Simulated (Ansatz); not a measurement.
Wires are cut from relaxed bulk GaSb (F-43m, 29.99 Å³/atom, gap on the mesh 0.00 eV); atoms and period are relaxed, and energies count from that bulk. Caps count from half an H2 molecule.

Method: DFT PBE, scalar-relativistic, plane waves, PAW (Ansatz 0.2.0).

Cutoff 420 eV; k points 1×1×9 on the computed 20-atom cell (Γ-centred); Gaussian smearing, width 0.05 eV; no spin polarisation.

Start ([001] wire, 8 host atoms a period with H caps):

```
CELL_PARAMETERS angstrom
15.60000 0.00000 0.00000
0.00000 17.30000 0.00000
0.00000 0.00000 6.21384
ATOMIC_POSITIONS crystal
Ga 0.65196 0.50000 0.00000
Sb 0.35322 0.58980 0.75000
Sb 0.35322 0.41020 0.25000
Ga 0.45280 0.50000 0.50000
Sb 0.55238 0.58980 0.25000
Ga 0.45280 0.32041 0.00000
Ga 0.45280 0.67959 0.00000
Sb 0.55238 0.41020 0.75000
H 0.71007 0.55240 0.85413
H 0.71007 0.44760 0.14587
H 0.28993 0.53273 0.90888
H 0.28993 0.64686 0.59112
H 0.28993 0.46727 0.09112
H 0.28993 0.35314 0.40888
H 0.61567 0.64686 0.40888
H 0.39470 0.26801 0.85413
H 0.51091 0.26801 0.14587
H 0.39470 0.73199 0.14587
H 0.51091 0.73199 0.85413
H 0.61567 0.35314 0.59112
```

Problem. Relax it.

Solution. The free energy falls by 46 meV/atom.

* excess energy (eV per host atom): 0.586
* line energy (eV/Å): 0.741
* period (Å): 6.331
* gap on the mesh (eV): 3.27
* highest filled level or Fermi level under vacuum (eV): 6.07

Relaxed structure:
```
CELL_PARAMETERS angstrom
15.60000 0.00000 0.00000
0.00000 17.30000 0.00000
0.00000 0.00000 6.33145
ATOMIC_POSITIONS crystal
Ga 0.66658 0.50000 0.00000
Sb 0.37167 0.59745 0.73815
Sb 0.37167 0.40255 0.26185
Ga 0.46507 0.50000 0.50000
Sb 0.55102 0.58488 0.22190
Ga 0.44500 0.31073 0.95729
Ga 0.44500 0.68927 0.04271
Sb 0.55102 0.41512 0.77810
H 0.71167 0.55585 0.84165
H 0.71167 0.44415 0.15835
H 0.28821 0.54479 0.83875
H 0.31101 0.65103 0.56787
H 0.28821 0.45521 0.16125
H 0.31101 0.34897 0.43213
H 0.60914 0.64167 0.39130
H 0.36980 0.28957 0.80504
H 0.49863 0.25255 0.09128
H 0.36980 0.71043 0.19496
H 0.49863 0.74745 0.90872
H 0.60914 0.35833 0.60870
```

Spin-orbit coupling is left out, which matters for the bands of heavy elements. The gap is read on a mesh, which can miss the band edges, so it can be too wide.

Each run keeps its start's symmetry and one magnetic start, so lower states can exist.

The run took 3.7 min on 4 threads of Intel(R) Xeon(R) 6975P-C (Granite Rapids) (shared host), peak memory 3.1 GiB.